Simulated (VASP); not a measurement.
# Ba2S (I4/mmm) in VASP: a series of runs, part 2 of 2

VASP 6.6.1.

## 3. Relaxation of cell and atoms, PBE (random cell by space group and Wyckoff sites (I4/mmm, No. 139))

INCAR reads:

```
SYSTEM = Ba2S
  PREC = Accurate
  ENCUT = 600
  EDIFF = 1E-6
  ISMEAR = 0
  SIGMA = 0.1
  LREAL = .False.
  LASPH = .True.
  NELM = 100
  ALGO = Fast
  ISIF = 3
  LWAVE = .False.
  LCHARG = .False.
  GGA = PE
  IBRION = 2
  NSW = 90
  EDIFFG = -0.04
```

KPOINTS reads:

```
Automatic mesh
0
Gamma
  4 4 4
  0 0 0
```

POSCAR reads:

```
Ba2S
1.0
   -2.7192360500      2.7192360500      3.2386905300
    2.7192360500     -2.7192360500      3.2386905300
    2.7192360500      2.7192360500     -3.2386905300
Ba S
2 1
Direct
    0.7500000000      0.2500000000      0.5000000000
    0.2500000000      0.7500000000      0.5000000000
    0.0000000000      0.0000000000      0.0000000000
```

Potentials or basis: VASP PAW PBE potentials, release 64 (Ba_sv, S).

Started as:

```
cat potpaw_PBE.64/Ba_sv/POTCAR potpaw_PBE.64/S/POTCAR > POTCAR
mpirun -np 1 vasp_std > vasp.out
```

OUTCAR:

```text
SYSTEM = Ba2S
   PREC = Accurate
   ENCUT = 600
   EDIFF = 1E-6
   ISMEAR = 0
   LREAL = .False.
   LASPH = .True.
   NELM = 100
   ISIF = 3
   GGA = PE
   IBRION = 2
   NSW = 90
   EDIFFG = -0.04

 ion  position               nearest neighbor table
   1  0.750  0.250  0.500-   3 3.16   3 3.16   3 3.16   3 3.16   2 3.24   2 3.24   2 3.85   2 3.85
                             2 3.85   2 3.85
   2  0.250  0.750  0.500-   3 3.16   3 3.16   3 3.16   3 3.16   1 3.24   1 3.24   1 3.85   1 3.85
                             1 3.85   1 3.85
   3  0.000  0.000  0.000-   1 3.16   2 3.16   1 3.16   2 3.16   1 3.16   2 3.16   1 3.16   2 3.16

  LATTYP: Found a body centered tetragonal cell.
 ALAT       =     5.4384721000
 C/A-ratio  =     1.1910295651

  Lattice vectors:

 A1 = (  -2.7192360500,   2.7192360500,   3.2386905300)
 A2 = (   2.7192360500,  -2.7192360500,   3.2386905300)
 A3 = (   2.7192360500,   2.7192360500,  -3.2386905300)

Analysis of symmetry for initial positions (statically):
=====================================================================
 Subroutine PRICEL returns:
 Original cell was already a primitive cell.

 Routine SETGRP: Setting up the symmetry group for a
 body centered tetragonal supercell.

 Subroutine GETGRP returns: Found 16 space group operations
 (whereof 16 operations were pure point group operations)
 out of a pool of 16 trial point group operations.

The static configuration has the point symmetry D_4h.

Analysis of symmetry for dynamics (positions and initial velocities):
=====================================================================
 Subroutine PRICEL returns:
 Original cell was already a primitive cell.

 Routine SETGRP: Setting up the symmetry group for a
 body centered tetragonal supercell.

 Subroutine GETGRP returns: Found 16 space group operations
 (whereof 16 operations were pure point group operations)
 out of a pool of 16 trial point group operations.

The dynamic configuration has the point symmetry D_4h.

 Subroutine INISYM returns: Found 16 space group operations
 (whereof 16 operations are pure point group operations),
 and found     1 'primitive' translations

[... 91 lines left out ...]
   ISYM   =      2    0-nonsym 1-usesym 2-fastsym
   POTIM  = 0.5000    time-step for ionic-motion
   TEBEG  =    0.0;   TEEND  =   0.0 temperature during run
   PSTRESS=    0.0 pullay stress
   NELECT =      26.0000    total number of electrons
   NUPDOWN=      -1.0000    fix difference up-down
   EMIN   =  10.00;   EMAX   =-10.00  energy-range for DOS
   EFERMI =   0.00;   METHOD = LEGACY
   ISMEAR =     0;   SIGMA  =   0.10  broadening in eV -4-tet -1-fermi 0-gaus
   EFERMI_NEDOS =   21; number of points for ismear=-14 and -15
   IALGO  =     68    algorithm
   IMIX   =      4    mixing-type and parameters
     AMIX     =   0.40;   BMIX     =  1.00
     AMIX_MAG =   1.60;   BMIX_MAG =  1.00
  volume/ion in A,a.u.               =      31.93       215.48
  Fermi-wavevector in a.u.,A,eV,Ry     =   1.059965  2.003043 15.286497  1.123526
  Thomas-Fermi vector in A             =   2.195329
   LORBIT       =      0    0 simple, 1 ext, 2 COOP (PROOUT), +10 PAW based schemes
   GGA     = PE    functional components
   LHFCALC =     F    Hartree Fock is set to
   AEXX    =    0.0000 exact exchange contribution
   IVDW    =     0    specifies the selected vdW correction
   LEPSILON=     F    determine dielectric tensor
   LRPA    =     F    only Hartree local field effects (RPA)
 conjugate gradient relaxation of ions
 non-spin polarized calculation
 RMM-DIIS sequential band-by-band and
 Gauss-broadening in eV      SIGMA  =   0.10
  energy-cutoff  :      600.00
  volume of cell :       95.79
 maximum number of plane-waves:      3220
   NGX = 21   NGY = 21   NGZ = 21

--------------------------------------- Ionic step        1  -------------------------------------------

 number of electron      25.9999999 magnetization

 Free energy of the ion-electron system (eV)
  ---------------------------------------------------
  ext. energy  EPLUGINS =         0.00000000
  ---------------------------------------------------
  free energy    TOTEN  =       -10.67547891 eV

  energy without entropy =      -10.66733896  energy(sigma->0) =      -10.67140893

 E-fermi :   4.4445     XC(G=0):  -9.2167

 val. band max:        4.4162504332   @ k =  -0.2500  -0.2500   0.2500
 cond. band min:       4.5751363918   @ k =   0.5000   0.5000   0.0000
 fundamental gap:      0.1588859587
 Fermi energy:         4.4444546294

 k-point     1 :       0.0000    0.0000    0.0000
  band No.  band energies     occupation
      1     -24.5485      2.00000
      2     -23.9138      2.00000
      3     -11.0152      2.00000
      4      -9.5753      2.00000
      5      -9.5753      2.00000
      6      -9.3106      2.00000
[... 507 lines left out ...]
--------------------------------------- Ionic step        8  -------------------------------------------

 number of electron      25.9999999 magnetization

 Free energy of the ion-electron system (eV)
  ---------------------------------------------------
  ext. energy  EPLUGINS =         0.00000000
  ---------------------------------------------------
  free energy    TOTEN  =       -11.16843908 eV

  energy without entropy =      -11.15368858  energy(sigma->0) =      -11.16106383

 E-fermi :   3.7110     XC(G=0):  -8.6408

 val. band max:        3.6846704097   @ k =  -0.2500  -0.2500   0.2500
 cond. band min:       3.8455977216   @ k =   0.2500  -0.0000   0.0000
 fundamental gap:      0.1609273119
 Fermi energy:         3.7110365264

 k-point     1 :       0.0000    0.0000    0.0000
  band No.  band energies     occupation
      1     -25.4036      2.00000
      2     -25.1375      2.00000
      3     -10.8502      2.00000
      4     -10.8324      2.00000
      5     -10.8324      2.00000
      6     -10.1780      2.00000
[... 279 lines left out ...]
  FREE ENERGIE OF THE ION-ELECTRON SYSTEM (eV)
  ---------------------------------------------------
  free  energy   TOTEN  =       -11.1684390834 eV

  energy  without entropy=      -11.1536885834  energy(sigma->0) =      -11.16106383

 reached required accuracy - stopping structural energy minimisation
```

OSZICAR:

```text
N       E                     dE             d eps       ncg     rms          rms(c)
DAV:   1     0.185348692297E+03    0.18535E+03   -0.12742E+04   442   0.148E+03
DAV:   2    -0.744187802172E-01   -0.18542E+03   -0.18281E+03   625   0.258E+02
DAV:   3    -0.106970203567E+02   -0.10623E+02   -0.10553E+02   584   0.667E+01
[... 89 lines left out ...]
RMM:   5    -0.111684398340E+02   -0.34062E-05   -0.53081E-05   540   0.353E-02    0.139E-02
RMM:   6    -0.111684407626E+02   -0.92853E-06   -0.15890E-05   440   0.188E-02    0.965E-03
RMM:   7    -0.111684378752E+02    0.28873E-05   -0.59235E-06   383   0.123E-02    0.455E-03
RMM:   8    -0.111684389241E+02   -0.10488E-05   -0.15281E-06   288   0.619E-03    0.183E-03
RMM:   9    -0.111684390834E+02   -0.15937E-06   -0.22953E-07   251   0.375E-03
   8 F= -.11168439E+02 E0= -.11161064E+02  d E =-.355391E-03
```

It took 3 min on 1 thread of Intel Xeon Platinum 8488C (Sapphire Rapids), shared host; peak memory 0.25 GiB.

What came out:

- Free energy: -11.1684 eV
- Relaxed volume: 36.99 Å³/atom
- Relaxed cell: a = 5.391 Å, b = 5.391 Å, c = 5.391 Å, α = 119.88°, β = 119.88°, γ = 90.21°
- Space group after relaxing (to 0.05 Å): Fm-3m (No. 225)
- Energy gained by relaxing: 164.3 meV/atom
- Ionic steps: 8
- Pressure after relaxing: 0.0 GPa
- Band gap on the k mesh: none (metal or under the smearing width)

Stress tensor (GPa, compression positive):
```
0.00 0.00 0.00
0.00 0.00 0.00
0.00 0.00 0.09
```

The path:
```csv
step,energy change (eV),largest force (eV/Å),pressure (GPa),volume (Å³)
1,0.0000,0.0000,4.87,95.79
2,-0.4402,0.0000,0.27,109.54
3,-0.4693,0.0000,-0.52,113.60
4,-0.4705,0.0000,-0.77,114.78
5,-0.4899,0.0000,-0.22,112.14
6,-0.4926,0.0000,0.07,110.75
7,-0.4926,0.0000,0.11,110.59
8,-0.4930,0.0000,0.03,110.97
```

Final structure:
```xyz
3
Lattice="-2.7002 2.7002 3.8047 2.7002 -2.7002 3.8047 2.7002 2.7002 -3.8047" Properties=species:S:1:pos:R:3 pbc="T T T"
Ba    0.0000    2.7002    1.9024
Ba    2.7002    0.0000    1.9024
S     5.4005    0.0000    0.0000
```

Caveat: the k mesh is coarse (spacing up to 0.41 Å⁻¹), so the values aren't converged; the volume moved by over 15 % at a fixed basis, so the end points are rough.

## 4. Single point, PBE (random cell by space group and Wyckoff sites (I4/mmm, No. 139))

INCAR reads:

```
SYSTEM = Ba2S
ALGO = Fast
EDIFF = 1E-6
ENCUT = 520
GGA = PE
ISIF = 2
ISMEAR = 0
LASPH = .True.
LCHARG = .True.
LELF = .True.
LREAL = .False.
LVHAR = .True.
LWAVE = .False.
NBANDS = 20
NELM = 100
PREC = Accurate
SIGMA = 0.1
```

KPOINTS reads:

```
k-points
0
Gamma
  12 12 12
  0 0 0
```

POSCAR reads:

```
Ba2S
1.0
   -2.6735944878      2.6735944878      3.7803240645
    2.6735944878     -2.6735944878      3.7803240645
    2.6735944878      2.6735944878     -3.7803240645
Ba S
2 1
Direct
    0.7500000000      0.2500000000      0.5000000000
    0.2500000000      0.7500000000      0.5000000000
    0.0000000000      0.0000000000      0.0000000000
```

Potentials or basis: VASP PAW PBE potentials, release 64 (Ba_sv, S).

Started as:

```
cat potpaw_PBE.64/Ba_sv/POTCAR potpaw_PBE.64/S/POTCAR > POTCAR
mpirun -np 1 vasp_std > vasp.out
```

OUTCAR:

```text
SYSTEM = Ba2S
   EDIFF = 1E-6
   ENCUT = 520
   GGA = PE
   ISIF = 2
   ISMEAR = 0
   LASPH = .True.
   LREAL = .False.
   NELM = 100
   PREC = Accurate

 ion  position               nearest neighbor table
   1  0.750  0.250  0.500-   3 3.27   3 3.27   3 3.27   3 3.27   2 3.78   2 3.78   2 3.78   2 3.78
                             2 3.78   2 3.78
   2  0.250  0.750  0.500-   3 3.27   3 3.27   3 3.27   3 3.27   1 3.78   1 3.78   1 3.78   1 3.78
                             1 3.78   1 3.78
   3  0.000  0.000  0.000-   1 3.27   2 3.27   1 3.27   2 3.27   1 3.27   2 3.27   1 3.27   2 3.27

  LATTYP: Found a body centered tetragonal cell.
[... 752 lines left out ...]
  --------------------------------------------------------------------------------------
  -------------------------------------------------------------------------------------
  Total        0.3796893      0.3796893      0.3844530      0.0000000      0.0000000      0.0000000
  in kB        5.6280613      5.6280613      5.6986736      0.0000000      0.0000000      0.0000000
  external PRESSURE =       5.6515987 kB  Pullay stress =       0.0000000 kB

 VOLUME and BASIS-vectors are now :
 -----------------------------------------------------------------------------
  energy-cutoff  :      520.00
  volume of cell :      108.09
      direct lattice vectors                 reciprocal lattice vectors
    -2.673594488  2.673594488  3.780324064     0.000000000  0.187014150  0.132263793
     2.673594488 -2.673594488  3.780324064     0.187014150  0.000000000  0.132263793
     2.673594488  2.673594488 -3.780324064     0.187014150  0.187014150  0.000000000

 POSITION                                       TOTAL-FORCE (eV/Angst)
 -----------------------------------------------------------------------------------
     -0.00000      2.67359      1.89016        -0.000000      0.000000     -0.000000
      2.67359     -0.00000      1.89016         0.000000     -0.000000      0.000000
      0.00000      0.00000      0.00000        -0.000000      0.000000      0.000000
 -----------------------------------------------------------------------------------
    total drift:                                0.000000      0.000000     -0.000000

  FREE ENERGIE OF THE ION-ELECTRON SYSTEM (eV)
  ---------------------------------------------------
  free  energy   TOTEN  =       -11.1702946399 eV

  energy  without entropy=      -11.1548856104  energy(sigma->0) =      -11.16259013
```

OSZICAR:

```text
N       E                     dE             d eps       ncg     rms          rms(c)
DAV:   1     0.167893762371E+03    0.16789E+03   -0.11277E+04  6520   0.111E+03
DAV:   2    -0.279722059677E+00   -0.16817E+03   -0.16398E+03  8588   0.215E+02
DAV:   3    -0.112400669637E+02   -0.10960E+02   -0.10851E+02  8904   0.569E+01
DAV:   4    -0.115838965669E+02   -0.34383E+00   -0.34275E+00 10292   0.842E+00
DAV:   5    -0.115871811922E+02   -0.32846E-02   -0.32828E-02  8704   0.804E-01    0.619E+00
RMM:   6    -0.111754383744E+02    0.41174E+00   -0.87739E-01  7072   0.296E+00    0.408E+00
RMM:   7    -0.111713641893E+02    0.40742E-02   -0.46199E-01  7709   0.244E+00    0.183E+00
RMM:   8    -0.111730759947E+02   -0.17118E-02   -0.10623E-01  7833   0.163E+00    0.394E-01
RMM:   9    -0.111692569843E+02    0.38190E-02   -0.18302E-02  9096   0.622E-01    0.275E-01
RMM:  10    -0.111702013730E+02   -0.94439E-03   -0.62727E-03  9602   0.324E-01    0.210E-01
RMM:  11    -0.111702620225E+02   -0.60650E-04   -0.14770E-03  9300   0.232E-01    0.626E-02
RMM:  12    -0.111702894034E+02   -0.27381E-04   -0.40330E-04 10441   0.832E-02    0.174E-02
RMM:  13    -0.111702925781E+02   -0.31747E-05   -0.86971E-05 10332   0.401E-02    0.135E-02
RMM:  14    -0.111702954486E+02   -0.28705E-05   -0.30880E-05  9210   0.209E-02    0.118E-02
RMM:  15    -0.111702941739E+02    0.12747E-05   -0.13663E-05  8123   0.120E-02    0.599E-03
RMM:  16    -0.111702946399E+02   -0.46600E-06   -0.37922E-06  7219   0.601E-03
   1 F= -.11170295E+02 E0= -.11162590E+02  d E =-.154090E-01
```

stdout:

```text
POSCAR found type information on POSCAR BaS
 POSCAR found :  2 types and       3 ions
 scaLAPACK will be used
 LDA part: xc-table for (Slater+PW92), standard interpolation
 POSCAR, INCAR and KPOINTS ok, starting setup
 FFT: planning ... GRIDC
 FFT: planning ... GRID_SOFT
 FFT: planning ... GRID
 WAVECAR not read
 entering main loop
WARNING in EDDRMM: call to ZHEGV failed, returncode =   6  3     13
WARNING in EDDRMM: call to ZHEGV failed, returncode =   6  3     13
```

Run time: 6.3 min. Hardware: 1 thread of Intel Xeon Platinum 8488C (Sapphire Rapids), shared host; peak memory 0.47 GiB.

Results:

```yaml
Free_energy: -11.1703 eV
Pressure: 0.6 GPa
Band_gap_on_the_k_mesh: none (metal or under the smearing width)
```

Levels at points of the mesh, in eV from the Fermi level:
```csv
k point,band 10,band 11,band 12,band 13,band 14,band 15,band 16,band 17
"(0.00, 0.00, 0.00)",-4.24,-4.24,-4.24,-1.06,-0.43,-0.43,2.55,2.55
"(0.50, 0.00, 0.00)",-3.76,-3.76,-3.75,0.21,1.09,1.09,2.16,2.38
"(0.50, 0.50, 0.00)",-4.32,-3.37,-3.37,-0.82,0.44,0.46,2.20,2.75
"(0.50, 0.50, 0.50)",-4.32,-3.37,-3.37,-0.82,0.44,0.46,2.20,2.75
```

Spin-orbit coupling is left out, which matters for the levels of Ba.

## 5. The runs side by side

| task | cell | k mesh | cutoff (eV) | mesh quality | gap on the mesh (eV) | pressure (GPa) |
| --- | --- | --- | --- | --- | --- | --- |
| single point | random cell by space group and Wyckoff sites (I4/mmm, No. 139) | 4 × 4 × 4 | 520 | coarse | none | 0.5 |
| relaxation of cell and atoms | relaxed from: random cell by space group and Wyckoff sites (I4/mmm, No. 139) | 4 × 4 × 4 | 600 | coarse | none | 0.0 |
| single point | random cell by space group and Wyckoff sites (I4/mmm, No. 139) | 12 × 12 × 12 | 520 | not flagged | none | 0.6 |

Alike in all rows: level PBE; potentials or basis VASP PAW PBE potentials, release 64 (Ba_sv, S); no spin polarisation; smearing gaussian 0.1 eV.

Caveats: some runs use coarse meshes; the volume moved by over 15 % at a fixed basis, so the end points are rough (some runs).

Total energies depend on the potentials used, so only differences within one code and one set of settings carry meaning.
